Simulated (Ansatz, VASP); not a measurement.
# One calculation of Ru, two programs

```
Ru
1.0
     2.65056    0.00000    0.00000
    -1.32528    2.29546    0.00000
     0.00000    0.00000    4.19449
Ru
2
Direct
  0.66667 0.33333 0.75000
  0.33333 0.66667 0.25000
```

Change from the starting cell: volume scaled by 0.94.

Alike in both runs: task single point; functional PBE; dispersion D3(BJ); k mesh 8 × 8 × 5; occupations fermi-dirac, width 0.02 eV; non-collinear spin, spin-orbit coupling.

```csv
,VASP,Ansatz
version,VASP 6.6.1,Ansatz 0.2.0
potentials or method,"VASP PAW PBE potentials, release 64 (Ru_pv), cutoff 520 eV","all-electron LAPW, relativistic spinors"
```

|  | VASP | Ansatz | Ansatz less VASP |
| --- | --- | --- | --- |
| gap on the k mesh at the Fermi level (eV) | none | none | - |
| pressure (GPa) | 19.4 | 19.3 | -0.17 |
| largest component of the traceless stress (GPa) | 0.18 | 0.22 | +0.041 |
| net moment per atom (μB) | 0.00 | 0.00 | 0.000 |
| dispersion energy (meV/atom) | -665.7 | -665.9 | -0.18 |

A gap of «none» marks a metal or a gap that the smearing closes. Ansatz ran all-electron here, so the differences hold the error of VASP's frozen core and of both bases.

Caveats: so large a pressure means that the cell lies far from this level's equilibrium, or that cutoff or potentials fall short (VASP); the k mesh is thin for a metal, which can move the energy by tens of meV per atom (Ansatz); pairwise dispersion overbinds metals, which lowers pressure and volume (Ansatz).
